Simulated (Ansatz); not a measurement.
# Pt in Ansatz: the effect of functional

Pt:

```
CELL_PARAMETERS angstrom
0.00000 1.99936 1.99936
1.99936 0.00000 1.99936
1.99936 1.99936 0.00000
ATOMIC_POSITIONS crystal
Pt 0.00000 0.00000 0.00000
```

The cell isn't the ideal one: volume scaled by 1.06.

Alike in all runs:

```yaml
Program: Ansatz 0.2.0
Task: single point
Potentials_or_basis: Ansatz PAW
k_mesh: 12 × 12 × 12
Occupations: fermi-dirac, width 0.05 eV
Spin: no spin polarisation
```

```csv
functional,cutoff,pressure (GPa)
LDA,420 eV (not typed: the program's choice for these potentials),-19.6
r2SCAN,500 eV (not typed: the program's choice for these potentials),?
PBE,420 eV (not typed: the program's choice for these potentials),-4.9
```

Problem. What does the run with functional r2SCAN give?

Solution. Pressure -10.5 GPa.

Caveats: the PAW data sets come from PBE, with cores solved anew for the run's functional, which leaves a small shift of forces and pressure (some runs).
